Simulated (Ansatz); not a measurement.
# The polar optical mode of LiCl at 16 GPa, worked through

Method: DFT PBEsol, scalar-relativistic, plane waves, PAW (Ansatz). Plane waves to 420 eV; Γ-centred k mesh 8×8×8; fixed occupations. No spin polarisation. Phonons by linear response, acoustic sum rule imposed.

The cell, relaxed at 16 GPa:
```cif
data_structure
_symmetry_space_group_name_H-M 'Fm-3m'
_symmetry_Int_Tables_number 225
_cell_length_a 4.6442
_cell_length_b 4.6442
_cell_length_c 4.6442
_cell_angle_alpha 90.000
_cell_angle_beta 90.000
_cell_angle_gamma 90.000
_cell_volume 100.17
loop_
_atom_site_label
_atom_site_type_symbol
_atom_site_symmetry_multiplicity
_atom_site_Wyckoff_symbol
_atom_site_fract_x
_atom_site_fract_y
_atom_site_fract_z
_atom_site_occupancy
Li1 Li 4 a 0.00000 0.00000 0.00000 1
Cl1 Cl 4 b 0.50000 0.00000 0.00000 1
```

Linear response gives ν_TO = 382.2 cm⁻¹, Born charges ±1.113 e (positive on Li) and ε∞ = 3.498. The primitive cell holds 25.042 Å³, and the masses are 6.940 and 35.450 amu.

Question: Find ν_LO and the static dielectric constant.

Answer: The long-wave field adds a restoring force: ω_LO² − ω_TO² = Z*²e²/(ε_vac ε∞ μV). In these units ν_LO² − ν_TO² = 4.92064×10⁷ Z*²/(μ V ε∞) cm⁻², with μ = m₁m₂/(m₁ + m₂) = 5.804 amu: 119995 cm⁻². So ν_LO = √(382.2² + 119995) = 515.9 cm⁻¹, and the run gives 515.9. Lyddane–Sachs–Teller then gives ε0 = ε∞ (ν_LO/ν_TO)² = 6.37, against 6.37 in the run (it forms both from the same three quantities, so the match checks the arithmetic only). Between ν_TO and ν_LO the dielectric function is negative and an undamped crystal reflects fully: a reststrahlen band from 19.4 to 26.2 μm.

Question: What do the Clausius–Mossotti polarisability and the Szigeti charge come to?

Answer: With the Lorentz local field, α = (3V/4π)(ε∞ − 1)/(ε∞ + 2) = 2.72 Å³ for the pair, and e_S = 3Z*/(ε∞ + 2) = 0.61 e. The Born charge includes the electrons' response to the dipole's own local field, and e_S takes that enhancement out. The Lorentz field assumes point-like polarisable ions, a fair picture at this small ε∞.

Question: How strongly does a slow electron couple to the LO mode?

Answer: For one isotropic parabolic band, Fröhlich's constant is α_F = (1/ε∞ − 1/ε0) √(m* Ry/ħω_LO), with Ry = 13.606 eV, ħω_LO = 64.0 meV and m* in free-electron masses: α_F = 0.1289 × 14.59 × √m* = 1.88 √m*. The band mass isn't part of this run; for m* = 0.1, 0.3 and 1 it gives 0.59, 1.03, 1.88. In weak coupling the polaron lies α_F ħω_LO below the band edge (66 meV at m* = 0.3) with a mass m*(1 + α_F/6); past α_F of about 5 or 6 that expansion fails. A semilocal functional's ε∞ tends to be too large, which taken alone lowers α_F.

Cost: 1 run of about 0.41 core-minutes, on Arm Neoverse N1 (shared hosts).